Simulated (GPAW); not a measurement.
The system is ZrS2.

```
Zr S
1.0
     3.69138    0.00000    0.00000
    -1.84569    3.19683    0.00000
     0.00000    0.00000    6.04108
Zr S
1 2
Direct
  0.00000 0.00000 0.00000
  0.33333 0.66667 0.23791
  0.66667 0.33333 0.76209
```

The cell is a database's computed one.

Base run:

```yaml
Program: GPAW 26.7.0
Functional: PBE
Potentials_or_basis: GPAW PAW data sets (gpaw-data 1.2.1)
Cutoff: 450 eV
Basis: pw
k_mesh: 7 × 7 × 4
Occupations: fermi-dirac, width 0.05 eV
Spin: no spin polarisation
```

Its results: band gap on the k mesh 1.09 eV, indirect (least direct gap 1.63 eV); largest force 0.013 eV/Å.

**Question.** The run is repeated on the same cell with these changes: functional from PBE to HSE06; k mesh from 7 × 7 × 4 to 3 × 3 × 2. What comes out?

**Answer.** Band gap on the k mesh 2.08 eV, indirect (least direct gap 2.50 eV); largest force 0.271 eV/Å.

Several settings changed at once, so the effect can't be laid on one alone.

Caveats: some runs use coarse meshes; an odd mesh through Γ misses points on the zone boundary, where band edges often lie; the cutoff is short for stress and forces, so pressures can be off by a GPa or more (some runs); exact exchange converges slowly with the k mesh, and this mesh is small (some runs); the PAW data sets were made with another functional, which shifts forces and pressure a little (some runs).
